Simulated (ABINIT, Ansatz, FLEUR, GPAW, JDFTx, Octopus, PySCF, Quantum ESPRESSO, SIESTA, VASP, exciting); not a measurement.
**SiC: 12 runs at one level of theory**

```
Si C
1.0
     0.00000    2.17900    2.17900
     2.17900    0.00000    2.17900
     2.17900    2.17900    0.00000
Si C
1 1
Direct
  0.00000 0.00000 0.00000
  0.75000 0.75000 0.75000
```

Alike in all runs: functional PBE; k mesh 10 × 10 × 10; occupations fermi-dirac, width 0.05 eV; no spin polarisation; no spin-orbit coupling. Pressure is positive in compression and, in plane waves, holds the error of the finite cutoff, which Ansatz's Pulay term estimates and takes out.

```csv
program and potentials,plane-wave cutoff (eV),notes,band gap (eV),pressure (GPa)
"SIESTA, files PseudoDojo sr-pbe-0.4.1-standard, DZP (energy shift 0.003 Ry)",-,atomic basis,1.35,6.24
"PySCF, DZVP-MOLOPT-SR/GTH-PBE (potentials made for PBE)",-,atomic basis,1.42,-
"VASP, PBE PAW files C, Si, 520 eV",520,-,1.36,3.21
"Ansatz, Ansatz PAW (earlier soft set)",420,Pulay term of +0.14 GPa included,1.36,3.27
"Ansatz, all-electron LAPW, scalar-relativistic",-,-,1.36,3.28
"Octopus, pseudodojo_pbe (PseudoDojo 0.5, PBE)",-,-,1.36,-
"GPAW, GPAW PAW data sets (gpaw-data 1.2.1)",800,-,1.35,4.51
"Quantum ESPRESSO, SSSP 1.3 efficiency PBE",748,-,1.36,3.46
"JDFTx, PseudoDojo-SR-PBE-0.5-standard",1116,-,1.36,3.22
"exciting, all-electron LAPW+lo, shipped species files, valence relativity iora*",-,-,1.36,-
"ABINIT, JTH PAW PBE v2.0",517,-,1.36,2.71
"FLEUR, all-electron, FLAPW",-,-,1.36,-
```

The band gap spans 1.35 (SIESTA, files PseudoDojo sr-pbe-0.4.1-standard, DZP (energy shift 0.003 Ry)) to 1.42 eV (PySCF, DZVP-MOLOPT-SR/GTH-PBE (potentials made for PBE)), with all-electron results at 1.36. The pressure spans 2.71 (ABINIT, JTH PAW PBE v2.0) to 6.24 GPa (SIESTA, files PseudoDojo sr-pbe-0.4.1-standard, DZP (energy shift 0.003 Ry)), with all-electron results at 3.28. The pressure on the cell as given of SIESTA, files PseudoDojo sr-pbe-0.4.1-standard, DZP (energy shift 0.003 Ry) lies far from the others; the cause wasn't traced. The gap is indirect and read on the mesh alone. Rows in atomic bases carry the error of their basis and grid, which can be large.

The functional is the same throughout but for its coding, so the spread measures potentials, basis and numerics; runs on potential files found faulty are left out.
